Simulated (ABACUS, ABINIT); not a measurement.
Given: the input of a run of ABINIT 10.8.3 (patched build) on Pt. 

File run.abi:

```
# Pseudopotentials
pp_dirpath "./"
pseudos "Pt.upf"

# Structure
acell 3*1.0
rprim
     0.0000000000     3.7055639578     3.7055639578
     3.7055639578     0.0000000000     3.7055639578
     3.7055639578     3.7055639578     0.0000000000
ntypat 1
znucl 78
natom 1
typat 1
xred
     0.0000000000     0.0000000000     0.0000000000

# Plane-wave basis
ecut 42.0

# k points
kptopt 1
ngkpt 12 12 12
nshiftk 1
shiftk 0.0 0.0 0.0

# Exchange and correlation
ixc -116133

# Bands and occupations
nband 13
occopt 3
tsmear 0.00183747

# SCF cycle
nstep 100
tolvrs 1.0e-10

# Output
iomode 3
prtwf 0
prtden 0
prteig 0
prtebands 0
enunit 2
```

Potentials or basis: PseudoDojo NC SR PBEsol v0.4.1 standard.

Command:

```bash
$ abinit run.abi > log 2>&1
```

Task: Set up the same calculation for ABACUS 3.10.1. Potentials or basis there: PseudoDojo NC SR 0.4.1 PBEsol standard, plane waves, cutoff 1143 eV.

Result: As run (cutoffs and basis follow the program's own potentials, and thresholds, step limits or extra output files can differ):

The input INPUT:

```
INPUT_PARAMETERS
suffix              Pt
calculation         scf
basis_type          pw
pseudo_dir          ./
symmetry            1
dft_functional      pbesol
ecutwfc             84
pseudo_rcut         7
nspin               1
nbands              13
ks_solver           dav
smearing_method     fd
smearing_sigma      0.00367493
scf_thr             1e-08
scf_nmax            100
mixing_type         broyden
mixing_beta         0.7
cal_force           1
cal_stress          1
kpar                4
```

The input STRU:

```
ATOMIC_SPECIES
Pt 195.0840 Pt.upf

LATTICE_CONSTANT
1.8897261246

LATTICE_VECTORS
0.0000000000 1.9609000000 1.9609000000
1.9609000000 0.0000000000 1.9609000000
1.9609000000 1.9609000000 0.0000000000

ATOMIC_POSITIONS
Direct

Pt
0.0
1
0.0000000000 0.0000000000 0.0000000000 1 1 1
```

The input KPT:

```
K_POINTS
0
Gamma
12 12 12 0 0 0
```

Potentials or basis: PseudoDojo NC SR 0.4.1 PBEsol standard, plane waves.

Run with:

```console
$ OMP_NUM_THREADS=1 mpirun -np 4 abacus > log
```

Both were run:

|  | ABINIT | ABACUS |
| --- | --- | --- |
| Pressure | -1.2 GPa | -1.2 GPa |

Pressure is positive in compression.
